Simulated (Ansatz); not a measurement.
# InP$_{3}$ (R-3m), zone-centre modes

Computed with DFT PBEsol, scalar-relativistic, plane waves, PAW (Ansatz 0.2.0). Settings: plane waves to 420 eV, k-mesh 6×6×6 (Γ-centred), Gaussian smearing 0.15 eV. No spin polarisation.

Reference structure (relaxed at this level; it needn't be the usual structure):

```
In P
1.0
     3.71499    2.14485    3.27938
    -3.71499    2.14485    3.27938
     0.00000   -4.28970    3.27938
In P
2 6
Direct
  0.27328 0.27328 0.27328
  0.72672 0.72672 0.72672
  0.79471 0.24119 0.79471
  0.79471 0.79471 0.24119
  0.24119 0.79471 0.79471
  0.20529 0.75881 0.20529
  0.75881 0.20529 0.20529
  0.20529 0.20529 0.75881
```

Harmonic modes by finite displacements of 0.02 Å, without the LO–TO term.

(1) At this geometry, is the structure stable against these modes?

(2) List the wavenumbers in cm⁻¹.

Results:

(1) Yes: no mode is imaginary beyond 10 cm⁻¹, and only the three translations lie near zero.

(2) 0, 0, 0, 71, 71, 79, 123, 129, 131, 131, 142, 142, 277, 277, 290, 290, 315, 335, 388, 406, 406, 409, 409, 413.

Cost: 1 run of about 1.1 core-minutes, on AMD EPYC 9R45 (Zen 5) (shared hosts).